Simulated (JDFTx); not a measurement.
# BP (F-43m) in JDFTx: further runs

One crystal, BP, is run at these levels: PBEsol; tasks: equation of state.

All numbers are computed with JDFTx 1.7.0 (patched build); they aren't measurements. Logs are shortened: lines on timing, memory, paths and dates and some standing lists are left out, and cuts for length are marked. The log counts tension as positive stress, the text compression.

**What was measured.**

From “Equation of state of single-crystal cubic boron phosphide”, 2014, arxiv:1407.1677, for a bulk crystal of BP at 300 K: bulk modulus 179 ± 1 GPa.

The results are compared with them further down.

**1. The crystal as given**

The structure is cubic, space group F-43m (No. 216). The conventional cell has a = 4.538 Å, b = 4.538 Å, c = 4.538 Å, α = 90.00°, β = 90.00°, γ = 90.00°. P (site symmetry -43m) is surrounded by 4 B at 1.97 Å. Around B (site symmetry -43m) lie 4 P at 1.97 Å.

**2. Equation of state, PBEsol, 10.98 Å³/atom (volume scaled by 0.94)**

Input file BP.in:

```
lattice \
    0.0000000000     4.2002581270     4.2002581270 \
    4.2002581270     0.0000000000     4.2002581270 \
    4.2002581270     4.2002581270     0.0000000000
coords-type Cartesian
ion P      6.3003871904     6.3003871904     6.3003871904 1
ion B      0.0000000000     0.0000000000     0.0000000000 1

ion-species pseudo/P.upf
ion-species pseudo/B.upf
elec-cutoff 38 304
elec-ex-corr gga-PBEsol
kpoint-folding 10 10 10
elec-smearing Fermi 0.0018374661
elec-n-bands 9
electronic-SCF nIterations 100 energyDiffThreshold 1e-09
electronic-minimize nIterations 30 energyDiffThreshold 1e-7
forces-output-coords Cartesian

dump-name run.$VAR
dump End Ecomponents EigStats BandEigs Kpoints Forces Stress ElecDensity Dtot KEdensity
```

Potentials or basis: PseudoDojo-SR-PBEsol-0.4.1-standard.

On the command line:

```console
$ jdftx -c 1 -i BP.in -o BP.out
```

Standard output:

```text
*************** JDFTx 1.7.0 (patched build) ***************

Input parsed successfully to the following command list (including defaults):
[... the input with its defaults ...]

---------- Setting up symmetries ----------

Found 48 point-group symmetries of the bravais lattice
Found 24 space-group symmetries with basis
Applied RMS atom displacement 8.66022e-11 bohrs to make symmetries exact.

---------- Initializing the Grid ----------
R =
[            0      4.20026      4.20026  ]
[      4.20026            0      4.20026  ]
[      4.20026      4.20026            0  ]
unit cell volume = 148.203
G =
[  -0.747952   0.747952   0.747952  ]
[   0.747952  -0.747952   0.747952  ]
[   0.747952   0.747952  -0.747952  ]
Minimum fftbox size, Smin = [  48  48  48  ]
Chosen fftbox size, S = [  48  48  48  ]

---------- Initializing tighter grid for wavefunction operations ----------
R =
[            0      4.20026      4.20026  ]
[      4.20026            0      4.20026  ]
[      4.20026      4.20026            0  ]
unit cell volume = 148.203
G =
[  -0.747952   0.747952   0.747952  ]
[   0.747952  -0.747952   0.747952  ]
[   0.747952   0.747952  -0.747952  ]
Minimum fftbox size, Smin = [  36  36  36  ]
Chosen fftbox size, S = [  36  36  36  ]

---------- Exchange Correlation functional ----------
Initalized PBEsol GGA exchange.
Initalized PBEsol GGA correlation.

---------- Setting up pseudopotentials ----------
Width of ionic core gaussian charges (only for fluid interactions / plotting) set to 0

Reading pseudopotential file 'pseudo/P.upf':
  'P' pseudopotential, 'PBESOL' functional
  Generated using ONCVPSP code by D. R. Hamann
  5 valence electrons, 2 orbitals, 6 projectors, 1001 radial grid points, with lMax = 2
    3S    l: 0   occupation:  2.0   eigenvalue: -0.511448
    3P    l: 1   occupation:  3.0   eigenvalue: -0.201377
  Core radius for overlap checks: 1.66 bohrs.

Reading pseudopotential file 'pseudo/B.upf':
  'B' pseudopotential, 'PBESOL' functional
  Generated using ONCVPSP code by D. R. Hamann
  3 valence electrons, 2 orbitals, 4 projectors, 1001 radial grid points, with lMax = 1
    2S    l: 0   occupation:  2.0   eigenvalue: -0.344017
    2P    l: 1   occupation:  1.0   eigenvalue: -0.130657
  Core radius for overlap checks: 1.18 bohrs.

Initialized 2 species with 2 total atoms.

Folded 1 k-points by 10x10x10 to 1000 k-points.

---------- Setting up k-points, bands, fillings ----------
Adding inversion symmetry to k-mesh for non-inversion-symmetric unit cell.
Reduced to 47 k-points under symmetry.
Computing the number of bands and number of electrons
Calculating initial fillings.
nElectrons:   8.000000   nBands: 9   nStates: 47

----- Setting up reduced wavefunction bases (one per k-point) -----
average nbasis = 1658.361 , ideal nbasis = 1658.163

---------- Setting up ewald sum ----------
Optimum gaussian width for ewald sums = 1.907685 bohr.
Real space sum over 1331 unit cells with max indices [  5  5  5  ]
Reciprocal space sum over 2197 terms with max indices [  6  6  6  ]

---------- Allocating electronic variables ----------
Initializing wave functions:  linear combination of atomic orbitals
Note: number of bands (9) exceeds available atomic orbitals (8)
P pseudo-atom occupations:   s ( 2 )  p ( 3 )
B pseudo-atom occupations:   s ( 2 )  p ( 1 )
	FillingsUpdate:  mu: +0.434663036  nElectrons: 8.000000
LCAOMinimize: Iter:   0  F: -9.4012301988405333  |grad|_K:  4.345e-03  alpha:  1.000e+00
	FillingsUpdate:  mu: +0.430572070  nElectrons: 8.000000
LCAOMinimize: Iter:   1  F: -9.4176480809111744  |grad|_K:  1.965e-04  alpha:  4.728e-01  linmin:  3.960e-01  cgtest: -5.291e-01
	FillingsUpdate:  mu: +0.430209272  nElectrons: 8.000000
[... 5 lines of inner loops ...]
LCAOMinimize: Iter:   4  F: -9.4177049726480444  |grad|_K:  4.567e-08  alpha:  9.378e-01  linmin: -7.626e-04  cgtest: -1.030e-04
	FillingsUpdate:  mu: +0.430397783  nElectrons: 8.000000
LCAOMinimize: Iter:   5  F: -9.4177049726500819  |grad|_K:  8.769e-09  alpha:  5.026e-01  linmin:  2.041e-02  cgtest: -3.840e-02
LCAOMinimize: Converged (|Delta F|<1.000000e-06 for 2 iters).

-------- Electronic minimization -----------
Will mix electronic density at each iteration.
	FillingsUpdate:  mu: +0.430397783  nElectrons: 8.000000
	FillingsUpdate:  mu: +0.379988601  nElectrons: 8.000000
SCF: Cycle:  0   F: -9.486660609111601   dF: -6.896e-02   |Residual|: 6.519e-02   |deigs|: 1.731e-01
	FillingsUpdate:  mu: +0.383369101  nElectrons: 8.000000
SCF: Cycle:  1   F: -9.488664017176069   dF: -2.003e-03   |Residual|: 3.572e-02   |deigs|: 1.245e-02
	FillingsUpdate:  mu: +0.388161900  nElectrons: 8.000000
SCF: Cycle:  2   F: -9.488994671197313   dF: -3.307e-04   |Residual|: 3.187e-03   |deigs|: 5.013e-03
	FillingsUpdate:  mu: +0.388337048  nElectrons: 8.000000
SCF: Cycle:  3   F: -9.489001256920979   dF: -6.586e-06   |Residual|: 1.638e-03   |deigs|: 8.241e-04
	FillingsUpdate:  mu: +0.388535394  nElectrons: 8.000000
SCF: Cycle:  4   F: -9.489002238559522   dF: -9.816e-07   |Residual|: 4.245e-04   |deigs|: 2.955e-04
	FillingsUpdate:  mu: +0.388538853  nElectrons: 8.000000
SCF: Cycle:  5   F: -9.489002644465367   dF: -4.059e-07   |Residual|: 1.341e-04   |deigs|: 2.056e-04
	FillingsUpdate:  mu: +0.388529601  nElectrons: 8.000000
SCF: Cycle:  6   F: -9.489002730118846   dF: -8.565e-08   |Residual|: 3.470e-05   |deigs|: 1.616e-04
	FillingsUpdate:  mu: +0.388536113  nElectrons: 8.000000
SCF: Cycle:  7   F: -9.489002764565438   dF: -3.445e-08   |Residual|: 1.700e-05   |deigs|: 1.438e-04
	FillingsUpdate:  mu: +0.388535962  nElectrons: 8.000000
SCF: Cycle:  8   F: -9.489002774042593   dF: -9.477e-09   |Residual|: 6.114e-06   |deigs|: 1.167e-04
	FillingsUpdate:  mu: +0.388535889  nElectrons: 8.000000
SCF: Cycle:  9   F: -9.489002778608716   dF: -4.566e-09   |Residual|: 3.193e-06   |deigs|: 1.925e-04
	FillingsUpdate:  mu: +0.388535614  nElectrons: 8.000000
SCF: Cycle: 10   F: -9.489002779793873   dF: -1.185e-09   |Residual|: 2.383e-06   |deigs|: 1.133e-04
	FillingsUpdate:  mu: +0.388535669  nElectrons: 8.000000
SCF: Cycle: 11   F: -9.489002780492163   dF: -6.983e-10   |Residual|: 1.672e-06   |deigs|: 2.936e-04
	FillingsUpdate:  mu: +0.388535641  nElectrons: 8.000000
SCF: Cycle: 12   F: -9.489002780637952   dF: -1.458e-10   |Residual|: 7.643e-07   |deigs|: 2.044e-04
SCF: Converged (|Delta E|<1.000000e-09 for 2 iters).

Setting wave functions to eigenvectors of Hamiltonian

# Stress tensor in Cartesian coordinates [Eh/a0^3]:
[ -0.000317334            0            0  ]
[            0 -0.000317334            0  ]
[            0            0 -0.000317334  ]

# Ionic positions in cartesian coordinates:
ion P   6.300387190450000   6.300387190450000   6.300387190450000 1
ion B  -0.000000000050000  -0.000000000050000  -0.000000000050000 1

# Forces in Cartesian coordinates:
force P   0.000000000000000  -0.000000000000000   0.000000000000000 1
force B  -0.000000000000000   0.000000000000000   0.000000000000000 1

# Energy components:
   Eewald =      -10.7102578091570990
       EH =        0.5912955426996660
     Eloc =       -2.2633172045226644
      Enl =        1.0837238127442586
      Exc =       -3.3433877409613872
 Exc_core =        0.4000207379433793
       KE =        4.7529198908509303
-------------------------------------
     Etot =       -9.4890027704029194
       TS =        0.0000000102350328
-------------------------------------
        F =       -9.4890027806379518

IonicMinimize: Iter:   0  F: -9.489002780637952  |grad|_K:  2.785e-36
IonicMinimize: Converged (|grad|_K<1.000000e-04).

#--- Lowdin population analysis ---
# oxidation-state P +0.765
# oxidation-state B -0.707

Dumping 'run.eigStats' ...
	eMin: -0.220278 at state 0 ( [ +0.000000 +0.000000 +0.000000 ] spin 0 )
	HOMO: +0.369852 at state 0 ( [ +0.000000 +0.000000 +0.000000 ] spin 0 )
	mu  : +0.388536
	LUMO: +0.408731 at state 27 ( [ +0.000000 +0.400000 +0.400000 ] spin 0 )
	eMax: +0.954106 at state 30 ( [ +0.000000 +0.500000 +0.500000 ] spin 0 )
	HOMO-LUMO gap: +0.038879
	Optical gap  : +0.127164 at state 0 ( [ +0.000000 +0.000000 +0.000000 ] spin 0 )
Done!
[note: mu as printed may lie anywhere between the filled and the empty levels]
```

It took 45 s on 1 thread of Arm Neoverse V1, shared host; peak memory 0.08 GiB.

What came out:

* Free energy: -258.2089 eV
* Pressure: 9.3 GPa
* Band gap on the k mesh: 1.06 eV, indirect (least direct gap 3.46 eV)
* Loewdin charges: P +0.77; B -0.71 e

**3. Equation of state, PBEsol, 11.21 Å³/atom (volume scaled by 0.96)**

Input file BP.in:

```
lattice \
    0.0000000000     4.2298383842     4.2298383842 \
    4.2298383842     0.0000000000     4.2298383842 \
    4.2298383842     4.2298383842     0.0000000000
coords-type Cartesian
ion P      6.3447575762     6.3447575762     6.3447575762 1
ion B      0.0000000000     0.0000000000     0.0000000000 1

ion-species pseudo/P.upf
ion-species pseudo/B.upf
elec-cutoff 38 304
elec-ex-corr gga-PBEsol
kpoint-folding 10 10 10
elec-smearing Fermi 0.0018374661
elec-n-bands 9
electronic-SCF nIterations 100 energyDiffThreshold 1e-09
electronic-minimize nIterations 30 energyDiffThreshold 1e-7
forces-output-coords Cartesian

dump-name run.$VAR
dump End Ecomponents EigStats BandEigs Kpoints Forces Stress
```

Potentials or basis: PseudoDojo-SR-PBEsol-0.4.1-standard.

On the command line:

```console
$ jdftx -c 1 -i BP.in -o BP.out
```

It took 43 s on 1 thread of Arm Neoverse V1, shared host; peak memory 0.08 GiB.

The run converged. Its results:

```yaml
Free_energy: -258.2301 eV
Pressure: 5.2 GPa
Band_gap_on_the_k_mesh: 1.09 eV, indirect (least direct gap 3.42 eV)
Loewdin_charges: P +0.75; B -0.69 e
```

**4. Equation of state, PBEsol, 11.45 Å³/atom (volume scaled by 0.98)**

Edit BP.in of step 3 so:

```diff
@@ -1,7 +1,7 @@
 lattice \
-    0.0000000000     4.2298383842     4.2298383842 \
-    4.2298383842     0.0000000000     4.2298383842 \
-    4.2298383842     4.2298383842     0.0000000000
+    0.0000000000     4.2590106051     4.2590106051 \
+    4.2590106051     0.0000000000     4.2590106051 \
+    4.2590106051     4.2590106051     0.0000000000
 coords-type Cartesian
-ion P      6.3447575762     6.3447575762     6.3447575762 1
+ion P      6.3885159076     6.3885159076     6.3885159076 1
 ion B      0.0000000000     0.0000000000     0.0000000000 1
```

On the command line:

```console
$ jdftx -c 1 -i BP.in -o BP.out
```

Wall time 44 s (1 thread of Arm Neoverse V1, shared host); peak memory 0.08 GiB.

It converged, with:

* Free energy: -258.2399 eV
* Pressure: 1.5 GPa
* Band gap on the k mesh: 1.11 eV, indirect (least direct gap 3.39 eV)
* Loewdin charges: P +0.73; B -0.67 e

**5. Equation of state, PBEsol, 11.68 Å³/atom**

Edit BP.in of step 4 so:

```diff
@@ -1,7 +1,7 @@
 lattice \
-    0.0000000000     4.2590106051     4.2590106051 \
-    4.2590106051     0.0000000000     4.2590106051 \
-    4.2590106051     4.2590106051     0.0000000000
+    0.0000000000     4.2877885768     4.2877885768 \
+    4.2877885768     0.0000000000     4.2877885768 \
+    4.2877885768     4.2877885768     0.0000000000
 coords-type Cartesian
-ion P      6.3885159076     6.3885159076     6.3885159076 1
+ion P      6.4316828652     6.4316828652     6.4316828652 1
 ion B      0.0000000000     0.0000000000     0.0000000000 1
```

On the command line:

```console
$ jdftx -c 1 -i BP.in -o BP.out
```

Run time: 44 s. Hardware: 1 thread of Arm Neoverse V1, shared host; peak memory 0.08 GiB.

The run converged. Its results:

| Item | Value |
| --- | --- |
| Free energy | -258.2393 eV |
| Pressure | -1.9 GPa |
| Band gap on the k mesh | 1.14 eV, indirect (least direct gap 3.36 eV) |
| Loewdin charges | P +0.71; B -0.66 e |

**6. Equation of state, PBEsol, 11.92 Å³/atom (volume scaled by 1.02)**

Edit BP.in of step 5 so:

```diff
@@ -1,7 +1,7 @@
 lattice \
-    0.0000000000     4.2877885768     4.2877885768 \
-    4.2877885768     0.0000000000     4.2877885768 \
-    4.2877885768     4.2877885768     0.0000000000
+    0.0000000000     4.3161853552     4.3161853552 \
+    4.3161853552     0.0000000000     4.3161853552 \
+    4.3161853552     4.3161853552     0.0000000000
 coords-type Cartesian
-ion P      6.4316828652     6.4316828652     6.4316828652 1
+ion P      6.4742780328     6.4742780328     6.4742780328 1
 ion B      0.0000000000     0.0000000000     0.0000000000 1
```

Potentials or basis: PseudoDojo-SR-PBEsol-0.4.1-standard.

On the command line:

```console
$ jdftx -c 1 -i BP.in -o BP.out
```

Run time: 44 s. Hardware: 1 thread of Arm Neoverse V1, shared host; peak memory 0.08 GiB.

Results (log left out):

| Item | Value |
| --- | --- |
| Free energy | -258.2292 eV |
| Pressure | -5.0 GPa |
| Band gap on the k mesh | 1.16 eV, indirect (least direct gap 3.33 eV) |
| Loewdin charges | P +0.70; B -0.64 e |

**7. Equation of state, PBEsol, 12.15 Å³/atom (volume scaled by 1.04)**

Edit BP.in of step 6 so:

```diff
@@ -1,7 +1,7 @@
 lattice \
-    0.0000000000     4.3161853552     4.3161853552 \
-    4.3161853552     0.0000000000     4.3161853552 \
-    4.3161853552     4.3161853552     0.0000000000
+    0.0000000000     4.3442133182     4.3442133182 \
+    4.3442133182     0.0000000000     4.3442133182 \
+    4.3442133182     4.3442133182     0.0000000000
 coords-type Cartesian
-ion P      6.4742780328     6.4742780328     6.4742780328 1
+ion P      6.5163199773     6.5163199773     6.5163199773 1
 ion B      0.0000000000     0.0000000000     0.0000000000 1
```

On the command line:

```console
$ jdftx -c 1 -i BP.in -o BP.out
```

Wall time 47 s (1 thread of Arm Neoverse V1, shared host); peak memory 0.1 GiB.

It converged, with:

* Free energy: -258.2105 eV
* Pressure: -7.8 GPa
* Band gap on the k mesh: 1.19 eV, indirect (least direct gap 3.30 eV)
* Loewdin charges: P +0.68; B -0.63 e

**8. Equation of state, PBEsol, 12.38 Å³/atom (volume scaled by 1.06)**

Edit BP.in of step 7 so:

```diff
@@ -1,7 +1,7 @@
 lattice \
-    0.0000000000     4.3442133182     4.3442133182 \
-    4.3442133182     0.0000000000     4.3442133182 \
-    4.3442133182     4.3442133182     0.0000000000
+    0.0000000000     4.3718842128     4.3718842128 \
+    4.3718842128     0.0000000000     4.3718842128 \
+    4.3718842128     4.3718842128     0.0000000000
 coords-type Cartesian
-ion P      6.5163199773     6.5163199773     6.5163199773 1
+ion P      6.5578263191     6.5578263191     6.5578263191 1
 ion B      0.0000000000     0.0000000000     0.0000000000 1
```

On the command line:

```console
$ jdftx -c 1 -i BP.in -o BP.out
```

It took 47 s on 1 thread of Arm Neoverse V1, shared host; peak memory 0.1 GiB.

Results (log left out):

* Free energy: -258.1841 eV
* Pressure: -10.3 GPa
* Band gap on the k mesh: 1.21 eV, indirect (least direct gap 3.28 eV)
* Loewdin charges: P +0.67; B -0.61 e

**9. Equation of state, PBEsol**

Potentials or basis: PseudoDojo-SR-PBEsol-0.4.1-standard.

No new run: the results of the series are fitted here.

Results:

```
Equilibrium volume                      : 11.55 Å³/atom
Bulk modulus                            : 169 GPa
Pressure derivative of the bulk modulus : 3.8
```

Energy against volume, from the lowest point:
| volume (Å³/atom) | energy (meV/atom) |
| --- | --- |
| 10.981 | 15.48 |
| 11.214 | 4.88 |
| 11.448 | 0.00 |
| 11.682 | 0.32 |
| 11.915 | 5.35 |
| 12.149 | 14.67 |
| 12.383 | 27.88 |

**10. Against experiment**

Step 9. Against the measured bulk modulus of BP, 179 GPa (300 K; “Equation of state of single-crystal cubic boron phosphide”, 2014, arxiv:1407.1677), the calculated 169 GPa is off by -5.7 %. 3 values of this kind are on record (173 to 179 GPa); this one was drawn at random among those near their median, those with a stated uncertainty first. The fit is for a static lattice scaled at fixed shape and fixed fractional positions.
